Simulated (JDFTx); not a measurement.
## KCl in JDFTx: the effect of exact exchange share

Crystal: KCl.

```xyz
2
Lattice="3.8392 0.0000 0.0000 0.0000 3.8392 0.0000 0.0000 0.0000 3.8392" Properties=species:S:1:pos:R:3 pbc="T T T"
K     0.0000    0.0000    0.0000
Cl    1.9196    1.9196    1.9196
```

Measurements of this composition are mostly on another form, of space group No. 225.

Alike in all runs:

* Program: JDFTx 1.7.0 (patched build)
* Task: single point
* Potentials or basis: PseudoDojo-SR-PBE-0.5-standard with smoothed tails
* Cutoff: 1007 eV
* Density cutoff: 8055 eV
* k mesh: 2 × 2 × 2
* Occupations: fermi-dirac, width 0.05 eV
* Spin: no spin polarisation

**Question.** One run gave: gap on the mesh 6.88 eV; pressure 0.7 GPa. Which exact exchange share did it use?
A. 0.4
B. 0.25
C. 0.3
D. 0.2
E. 0.1

**Answer.** B.

```tsv
exact exchange share	functional	gap on the mesh (eV)	pressure (GPa)
0.1	PBE0 (exact-exchange share 0.1)	5.57	1.0
0.2	PBE0 (exact-exchange share 0.2)	6.44	0.8
0.25	PBE0 (exact-exchange share 0.25)	6.88	0.7
0.3	PBE0 (exact-exchange share 0.3)	7.32	0.6
0.4	PBE0 (exact-exchange share 0.4)	8.21	0.5
```

Caveats: all runs use coarse meshes; the hybrid runs on potentials with a model core; the potentials were made for another functional, which shifts forces and pressure.

A k mesh can miss the band edges.
